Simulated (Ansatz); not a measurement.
Run this with Ansatz 0.2.0, Python API and show what comes out.

Contents of `zrn.cif`:
```cif
data_ZrN
_cell_length_a 3.252691
_cell_length_b 3.252691
_cell_length_c 3.252691
_cell_angle_alpha 60.00000
_cell_angle_beta 60.00000
_cell_angle_gamma 60.00000
_symmetry_space_group_name_H-M 'P 1'
_symmetry_Int_Tables_number 1
loop_
_symmetry_equiv_pos_as_xyz
'x, y, z'
loop_
_atom_site_label
_atom_site_type_symbol
_atom_site_fract_x
_atom_site_fract_y
_atom_site_fract_z
Zr1 Zr    0.500000    0.500000    0.500000
N2 N    0.000000    0.000000    0.000000
```

The script, `convert.py`:
```python
# -*- coding: utf-8 -*-
"""Chain to YAML and back, for ZrN."""

from pathlib import Path

import ansatz as az
from ase.io import read

atoms = read("zrn.cif")
crystal = az.Crystal.from_ase(atoms)

calc = (
    crystal.calculation()
    .functional(az.Functional.PBE)
    .kpoints(density=3.8)
    .occupations("gaussian", width=0.05)
    .optics(broadening_width=0.1)
)
Path("written.yaml").write_text(calc.to_yaml())
back = az.Calculation.from_yaml("written.yaml")
print(back.to_python())
print("same input:", back.to_yaml() == calc.to_yaml())
```

`python convert.py` gives:
```text
(
    az.Lattice.of(((3.252691, 0.0, 0.0), (1.6263455000000004, 2.8169130366610093, 0.0), (1.6263455000000004, 0.9389710122203366, 2.6558110803143857)))
    .atom("Zr", (0.5000000000000001, 0.5, 0.5))
    .atom("N", (0.0, 0.0, 0.0))
    .calculation()
    .kpoints(spacing=0.2631578947368421)
    .functional("pbe")
    .occupations(method="gaussian", width=0.05)
    .optics(broadening_width=0.1)
)

same input: True
```

`written.yaml`, as written:
```yaml
crystal:
  lattice:
    - [3.252691, 0.0, 0.0]
    - [1.6263455000000004, 2.8169130366610093, 0.0]
    - [1.6263455000000004, 0.9389710122203366, 2.6558110803143857]
  atoms:
    - { symbol: Zr, position: [0.5000000000000001, 0.5, 0.5] }
    - { symbol: "N", position: [0.0, 0.0, 0.0] }
kpoints:
  mp_grid:
    kspacing: 0.2631578947368421
hamiltonian:
  xc: pbe
scf:
  occupations:
    method: gaussian
    width: 0.05
output:
  optics:
    sigma: 0.1
```

The input is only written out: it wasn't run, and its settings aren't tested.

(A comment or docstring line of the script was reworded after the run, the code is as it ran.)
